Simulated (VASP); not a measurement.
Input of a VASP 6.6.1 run:

Contents of INCAR:

```
SYSTEM = KCl
ALGO = Normal
EDIFF = 1E-7
ENCUT = 520
GGA = PE
ISIF = 2
ISMEAR = 0
LASPH = .True.
LCHARG = .True.
LELF = .True.
LREAL = .False.
LVHAR = .True.
LWAVE = .False.
NBANDS = 15
NELM = 60
PREC = Accurate
SIGMA = 0.1
```

Contents of KPOINTS:

```
k-points
0
Gamma
  6 6 6
  0 0 0
```

POSCAR

```
KCl
1.0
    3.8391960000      0.0000000000      0.0000000000
    0.0000000000      3.8391960000      0.0000000000
    0.0000000000      0.0000000000      3.8391960000
K Cl
1 1
Direct
    0.0000000000      0.0000000000      0.0000000000
    0.5000000000      0.5000000000      0.5000000000
```

Potentials or basis: VASP PAW PBE potentials, release 64 (K_sv, Cl).

Command:

```console
$ cat potpaw_PBE.64/K_sv/POTCAR potpaw_PBE.64/Cl/POTCAR > POTCAR
$ mpirun -np 1 vasp_std > vasp.out
```

(1) Estimate the pressure.

(2) What does it give for the band gap on the k mesh?

## Answers

(1) 0.0 GPa.

(2) 4.80 eV, indirect (least direct gap 5.00 eV).
